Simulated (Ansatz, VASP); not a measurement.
**BN in VASP and in Ansatz**

```
B N
1.0
     2.60910    0.00149    0.00000
     1.30324    2.26031    0.00000
     0.00000    0.00000   26.00000
B N
1 1
Direct
  0.49998 0.49998 0.50000
  0.83332 0.83332 0.50000
```

Change from the starting cell: biaxial strain +0.040, atoms relaxed.

Alike in both runs: functional PBE; dispersion D3(BJ); k mesh 10 × 10 × 1; occupations gaussian, width 0.02 eV; no spin polarisation.

Ansatz relaxed the structure, and its values are those at the end. VASP's run is a single point on that final structure, the one shown.

|  | VASP | Ansatz |
| --- | --- | --- |
| version | VASP 6.6.1 | Ansatz 0.2.0 |
| potentials or method | VASP PAW PBE potentials, release 64 (B, N) | scalar-relativistic, plane waves, PAW |
| plane-wave cutoff (eV) | 520 | 420 |
| valence electrons in the cell | 8 | 8 |

|  | VASP | Ansatz | Ansatz less VASP |
| --- | --- | --- | --- |
| gap on the k mesh at the Fermi level (eV) | 4.66 | 4.66 | +0.002 |
| least direct gap on the mesh (eV) | 4.66 | 4.66 | +0.002 |

Ansatz warned: «near_symmetry_operations_not_taken».
